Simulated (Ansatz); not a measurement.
**SiO2: a line through an energy map**

An exercise on one series of results from a longer session: the logs are not shown, and one member is left open.

Method: DFT PBE, scalar-relativistic, plane waves, PAW, in Ansatz 0.2.0.

42 further runs of the same task are left out: 42 set aside as unsound or not needed. Runs told in other sessions of the task aren't counted.

### The starting structure

Symmetry: P4_2/mnm, No. 136, tetragonal system. The conventional cell has a = 4.236 Å, b = 4.236 Å, c = 2.690 Å, α = 90.00°, β = 90.00°, γ = 90.00°. Si (site symmetry mmm) is surrounded by 6 O at 1.77 to 1.84 Å. O (site symmetry m2m) has 3 Si at 1.77 to 1.84 Å in its first shell of neighbours.

Structure file:

```xyz
6
Lattice="4.2359 0.0000 0.0000 0.0000 4.2359 0.0000 0.0000 0.0000 2.6898" Properties=species:S:1:pos:R:3 pbc="T T T"
Si    2.1179    2.1179    1.3449
Si    0.0000    0.0000    0.0000
O     2.9355    2.9355    0.0000
O     0.8176    3.4183    1.3449
O     1.3004    1.3004    0.0000
O     3.4183    0.8176    1.3449
```

It goes back to an entry of the Materials Project, which need not be the stable form.

This cell was relaxed beforehand with the same method: volume 8.04 Å³/atom, gap on the mesh 5.05 eV.

### The scan

The energy is mapped over volume and the cell's shape.

The axes are (1) volume per atom: 9 values from 6.757 to 9.331 Å³; (2) c/a of the conventional cell: 9 values from 0.563 to 0.716.

Nothing else is relaxed (fractional coordinates fixed). Energies count from the relaxed crystal. Points are written as (first, second).

Set-up of the first run:

Input file input.yaml:

```yaml
crystal:
  lattice:
    - [4.0372407996, 0.0, 0.0]
    - [0.0, 4.0372407996, 0.0]
    - [0.0, 0.0, 2.4873440567]
  atoms:
    - { symbol: Si, position: [0.5, 0.5, 0.5] }
    - { symbol: Si, position: [0.0, 0.0, 0.0] }
    - { symbol: O, position: [0.6930127928, 0.6930127928, 0.0] }
    - { symbol: O, position: [0.1930127928, 0.8069872072, 0.5] }
    - { symbol: O, position: [0.3069872072, 0.3069872072, 0.0] }
    - { symbol: O, position: [0.8069872072, 0.1930127928, 0.5] }
basis:
  ecutwfc: 520.0
kpoints:
  mp_grid: { grid: [6, 6, 10] }
hamiltonian:
  xc: pbe
  pseudopotentials: { kind: paw, azcp: { folder: soft_1 } }
scf:
  occupations: { method: gaussian, width: 0.05 }
output:
  forces: true
  stress: true
  eigenvalues: true
```

Run with:

```bash
$ ansatz run input.yaml --threads 2 --pin off --max-ram 4096MiB --backend cpu --events-out ev --progress --plain --runs-dir out
```

Steps of the session up to this table: Point (6.757 Å³, 0.616); Grid point (7.078 Å³, 0.616); The run at (7.400 Å³, 0.616); Point (7.722 Å³, 0.616); The run at (8.044 Å³, 0.616); Point (8.365 Å³, 0.616); Grid point (8.687 Å³, 0.616); Grid point (9.009 Å³, 0.616).

One of the session's tables, all rows but one given; the rest of the session is left out.

```
volume per atom (Å³)  energy (meV/atom)  slope (meV/atom per Å³)  pressure (GPa)  band gap on the k-mesh (eV)  largest force on an atom (eV/Å)
               6.757                283                     −484              77                         7.83                             1.52
               7.078                  ?                        ?               ?                            ?                                ?
               7.400                 70                     −198              32                         6.67                             0.53
               7.722                 23                      −95              15                         5.88                             0.13
               8.044                  7                      −11               2                         5.16                             0.22
               8.365                 15                       58              −9                         4.50                             0.52
               8.687                 43                      113             −18                         3.89                             0.78
               9.009                 87                      158             −25                         3.33                             1.01
               9.331                144                      194             −31                         2.81                             1.21
```

Estimate the missing values for volume per atom (Å³) = 7.078.

Worked estimate for «energy (meV/atom)». A straight line through the neighbours (6.757, 283) and (7.400, 70) gives 283 + (70 − 283) × (7.078 − 6.757) / (7.400 − 6.757) = 177; a parabola fitted to 3 rows on both sides gives 157.

**Answer.** energy (meV/atom): 154; slope (meV/atom per Å³): −326; pressure (GPa): 52; band gap on the k-mesh (eV): 7.54; largest force on an atom (eV/Å): 0.99. In «energy (meV/atom)» the line misses by +23 and the parabola by +3.

Energies count from the relaxed crystal. Rows without a step come from runs not printed here or follow by symmetry. Slopes come from the forces (and the stress, where the cell changes), not from differences of energies.

Limits of these values: A rigid map gives upper bounds: relaxing the other coordinates can only lower a point.
